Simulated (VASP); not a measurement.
GaN:

```xyz
2
Lattice="0.0000 2.2472 2.2472 2.2472 0.0000 2.2472 2.2472 2.2472 0.0000" Properties=species:S:1:pos:R:3 pbc="T T T"
Ga    0.0000    0.0000    0.0000
N     1.1236    1.1236    1.1236
```

The cell is a database's computed one.

Base run:

* Program: VASP 6.6.1
* Functional: PBEsol
* Potentials or basis: VASP PAW PBE potentials, release 64 (Ga_d, N)
* Cutoff: 520 eV
* k mesh: 16 × 16 × 16
* Occupations: gaussian, width 0.02 eV
* Spin: no spin polarisation

Its results: band gap on the k mesh 1.74 eV, direct; pressure 0.2 GPa.

Task: The run is repeated on the same cell with these changes: functional from PBEsol to r2SCAN; k mesh from 16 × 16 × 16 to 10 × 10 × 10. What comes out?

Result: Band gap on the k mesh 2.17 eV, direct; pressure 1.6 GPa.

Several settings changed at once, so the effect can't be laid on one alone.

Caveats: the PAW data sets were made with another functional, which shifts forces and pressure a little.

A k mesh can miss the band edges.
